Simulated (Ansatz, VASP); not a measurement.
# Two plane-wave programs on Pb

```
Pb
1.0
     2.37660   -5.73481    0.00000
     2.37660    5.73481    0.00000
     0.00000    0.00000    5.15050
Pb
4
Direct
  0.14668 0.85332 0.99986
  0.64668 0.35332 0.50014
  0.85332 0.14668 0.00014
  0.35332 0.64668 0.49986
```

Alike in both runs: functional PBE; k mesh 10 × 10 × 8; occupations gaussian, width 0.1 eV; no spin polarisation.

Ansatz relaxed the structure, and its values are those at the end. VASP's run is a single point on that final structure, the one shown.

|  | VASP | Ansatz |
| --- | --- | --- |
| version | VASP 6.6.1 | Ansatz 0.2.0 |
| potentials or method | VASP PAW PBE potentials, release 64 (Pb_d) | scalar-relativistic, plane waves, PAW |
| plane-wave cutoff (eV) | 520 | 420 |
| valence electrons in the cell | 56 | 56 |

Ansatz gave:

* gap on the k mesh at the Fermi level (eV): none
* pressure (GPa): 0.0

Question: Which values does VASP return?

Answer: gap on the k mesh at the Fermi level (eV): none; pressure (GPa): -0.1.

A gap of «none» marks a metal or a gap that the smearing closes. The functional is the same, so the differences come from potentials, cutoffs and numerics.

Spin-orbit coupling is left out, which matters for the levels of Pb.
